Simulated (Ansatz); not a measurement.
Hg (diamond type), DFT, PBE, all-electron LAPW, scalar-relativistic (Ansatz 0.2.0), on 1 thread of INTEL(R) XEON(R) PLATINUM 8581C CPU @ 2.10GHz (Emerald Rapids) (shared host).

Command: `ansatz run input.yaml --threads 1 --pin off --max-ram 2048MiB --backend cpu --events-out ev --progress --plain --runs-dir out`

```yaml
crystal:
  lattice:
    - [0.0, 3.2354804097, 3.2354804097]
    - [3.2354804097, 0.0, 3.2354804097]
    - [3.2354804097, 3.2354804097, 0.0]
  atoms:
    - { symbol: Hg, position: [-0.125, -0.125, -0.125] }
    - { symbol: Hg, position: [0.125, 0.125, 0.125] }
kpoints:
  mp_grid: { grid: [11, 11, 11] }
  band_path:
    path:
      - [0.0, 0.0, 0.0]
      - [0.5, 0.0, 0.5]
      - [0.625, 0.25, 0.625]
      - [0.375, 0.375, 0.75]
      - [0.0, 0.0, 0.0]
      - [0.5, 0.5, 0.5]
      - [0.5, 0.25, 0.75]
      - [0.5, 0.0, 0.5]
    npoints: 8
scf:
  occupations: { method: fermi_dirac, width: 0.05 }
hamiltonian:
  xc: pbe
  pseudopotentials: { kind: all_electron, lapw: { basis_error: 0.001 } }
output:
  forces: true
  stress: true
  eigenvalues: true
  populations: true
  dos: { projected: true, de: 0.2, e_range: [-14, 8] }
```

Q: How large is the problem that the program sets up?

A: 56 irreducible k-points, 645 plane waves at Γ, 53 bands.

Q: About how long does it take, and how much memory?

A: 27 s of wall time for 7 SCF iterations, with a peak of 0.51 GiB. Times on shared machines scatter by tens of per cent.
